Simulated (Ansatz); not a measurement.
Relaxation of NiAs-type NiO, step by step

Level of theory: DFT, PBE+U (U_eff = 6.2 eV on Ni 3d), scalar-relativistic, collinear spin; plane waves to 420 eV with PAW datasets (Ansatz 0.2.0), 8×8×4 k-mesh, Gaussian smearing of 0.05 eV; PAW files: Ansatz's generated set soft_2.

The start was a prototype's sites filled with these elements. The Crystallography Open Database lists the compound in space group Fm-3m (rock salt), so this is a trial structure.

```yaml
crystal:
  lattice:
    - [3.0992978109, 0.0, 0.0]
    - [-1.5496489055, 2.6840706381, 0.0]
    - [0.0, 0.0, 4.3196623814]
  atoms:
    - { symbol: Ni, position: [0.0, 0.0, 0.0], spin: 1.85 }
    - { symbol: Ni, position: [0.0, 0.0, 0.5], spin: 1.85 }
    - { symbol: O, position: [0.3333333333, 0.6666666667, 0.25] }
    - { symbol: O, position: [0.6666666667, 0.3333333333, 0.75] }
basis:
  ecutwfc: 420
  ecutrho_ratio: 4
kpoints:
  mp_grid: { grid: [8, 8, 4] }
hamiltonian:
  xc: pbe
  hubbard: { sites: [{ species: Ni, l: d, u_eff: 6.2 }] }
scf:
  occupations: { method: gaussian, width: 0.05 }
  lower_state_search: "off"
output:
  forces: true
  stress: true
  eigenvalues: true
  populations: true
magnetization:
  spin_polarized: true
relax:
  f_tol: 0.04
  max_steps: 40
  cell: { stress_tol: 0.4, fix: [volume] }
checkpoint:
  read: start.run
```

Launched as:
```sh
ansatz run input.yaml --threads 2 --pin off --max-ram 2662MiB --backend cpu --events-out ev --progress --plain --runs-dir out
```

Positions (Å) and forces (eV/Å) at the first step:

```xyz
4
Lattice="3.099 0.000 0.000 -1.550 2.684 0.000 0.000 0.000 4.320" Properties=species:S:1:pos:R:3:forces:R:3 pbc="T T T"
Ni    0.000    0.000    0.000    0.000    0.000    0.000
Ni    0.000    0.000    2.160    0.000    0.000    0.000
O     0.000    1.789    1.080    0.000    0.000    0.000
O     1.550    0.895    3.240    0.000    0.000    0.000
```

Task: Where does the relaxation end?

Result: After 8 further evaluations the energy is 297.9 meV/atom lower and the largest force component 0.000 eV/Å; space group P6_3/mmc. The volume was held, and the pressure there is 18.5 GPa, so this isn't the equilibrium cell.
```xyz
4
Lattice="2.878 0.000 0.000 -1.439 2.493 0.000 0.000 0.000 5.009" Properties=species:S:1:pos:R:3 pbc="T T T"
Ni    0.000    0.000    0.000
Ni    0.000    0.000    2.504
O     0.000    1.662    1.252
O     1.439    0.831    3.757
```

The course:

```tsv
step	E − E(end) (meV/atom)	largest force component (eV/Å)	P (GPa)	a (Å)	b (Å)	c (Å)	accepted
1	297.86	0.000	26.61	3.099	3.099	4.320	yes
2	130.57	0.000	22.89	3.026	3.026	4.533	yes
3	40.63	0.000	19.81	2.955	2.955	4.752	yes
4	17.50	0.000	16.25	2.886	2.886	4.980	yes
5	16.74	0.000	16.84	2.896	2.896	4.946	yes
6	2.09	0.000	18.99	2.896	2.896	4.946	yes
7	0.13	0.000	18.56	2.881	2.881	4.998	yes
8	0.06	0.000	18.47	2.878	2.878	5.009	yes
9	0.00	0.000	18.49	2.878	2.878	5.009	yes
```

Late in the path the plane-wave basis is renewed for the changed cell, which shifts energy and pressure at the same geometry (Pulay error), so rows before the renewal hold an offset.

The run read the state of its open shells from an earlier run, which isn't shown.

Step 5 in full:

```xyz
4
Lattice="2.896 0.000 0.000 -1.448 2.508 0.000 0.000 0.000 4.946" Properties=species:S:1:pos:R:3:forces:R:3 pbc="T T T"
Ni    0.000    0.000    0.000    0.000    0.000    0.000
Ni    0.000    0.000    2.473    0.000    0.000    0.000
O     0.000    1.672    1.237    0.000    0.000    0.000
O     1.448    0.836    3.710    0.000    0.000    0.000
```

It ran for 25 s on 2 threads of Arm Neoverse V1 (shared host), peak memory 0.38 GiB.

A lower electronic state was seen at or near this cell, so these numbers belong to a metastable solution. The program found that the saved state from which it went on wasn't the lowest. Site moments are of spin, integrated over atomic spheres. The moments were started parallel, and the real magnetic order may be another.
